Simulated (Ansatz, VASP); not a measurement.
# ScAl3: VASP beside Ansatz

```xyz
4
Lattice="4.0878 0.0000 0.0000 0.0000 4.0878 0.0000 0.0000 0.0000 4.0878" Properties=species:S:1:pos:R:3 pbc="T T T"
Sc    0.0176   -0.0019   -0.0270
Al    2.0342    2.0390    0.0484
Al   -0.0522    2.0484    2.0403
Al    2.0446    0.0326    2.0513
```

Change from the starting cell: atoms moved at random, drawn with an rms of 0.05 Å.

Alike in both runs: task single point; functional PBEsol; k mesh 7 × 7 × 7; occupations fermi-dirac, width 0.05 eV; no spin polarisation.

```csv
,VASP,Ansatz
version,VASP 6.6.1,Ansatz 0.2.0
potentials or method,"VASP PAW PBE potentials, release 64 (Sc_sv, Al), cutoff 520 eV","all-electron LAPW, scalar-relativistic"
```

```csv
,VASP,Ansatz,Ansatz less VASP
gap on the k mesh at the Fermi level (eV),none,none,-
pressure (GPa),-0.8,-1.0,-0.16
largest component of the traceless stress (GPa),0.08,0.08,-0.001
rms of the force components (eV/Å),0.166,0.165,-0.0007
```

Atom by atom the forces differ by 0.001 eV/Å (rms over components). A gap of «none» marks a metal or a gap that the smearing closes. Ansatz ran all-electron here, so the differences hold the error of VASP's frozen core and of both bases.

Caveats: the PAW data sets were made with another functional, which shifts forces and pressure a little (VASP).
